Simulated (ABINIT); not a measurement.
Os:

```
Os
1.0
     2.73410    0.00000    0.00000
    -1.36705    2.36780    0.00000
     0.00000    0.00000    4.31970
Os
2
Direct
  0.66667 0.33333 0.75000
  0.33333 0.66667 0.25000
```

* Program: ABINIT 10.8.3 (patched build)
* Task: relaxation of cell and atoms
* Functional: LDA
* Potentials or basis: JTH PAW LDA v2.0
* Cutoff: 408 eV
* k mesh: 11 × 11 × 6
* Occupations: fermi-dirac, width 0.05 eV
* Spin: no spin polarisation

At the start: pressure -8.6 GPa; volume 13.98 Å³/atom.

How do energy, volume and symmetry change on relaxing?

Over 4 steps the energy falls by 7.5 meV/atom and the volume is 13.71 Å³/atom (-2.0 %); space group P6_3/mmc (No. 194, to 0.05 Å).

Step by step:
| step | energy change (eV) | largest force (eV/Å) | pressure (GPa) | volume (Å³) |
| --- | --- | --- | --- | --- |
| 1 | 0.0000 | 0.0000 | -8.60 | 27.96 |
| 2 | -0.0133 | 0.0000 | 3.04 | 27.24 |
| 3 | -0.0150 | 0.0000 | -0.10 | 27.42 |
| 4 | -0.0150 | 0.0000 | 0.00 | 27.42 |

Final structure:
```
CELL_PARAMETERS angstrom
2.71615 0.00000 0.00000
-1.35808 2.35226 0.00000
0.00000 0.00000 4.29096
ATOMIC_POSITIONS crystal
Os 0.66667 0.33333 0.75000
Os 0.33333 0.66667 0.25000
```

Caveat: the atomic spheres overlap.
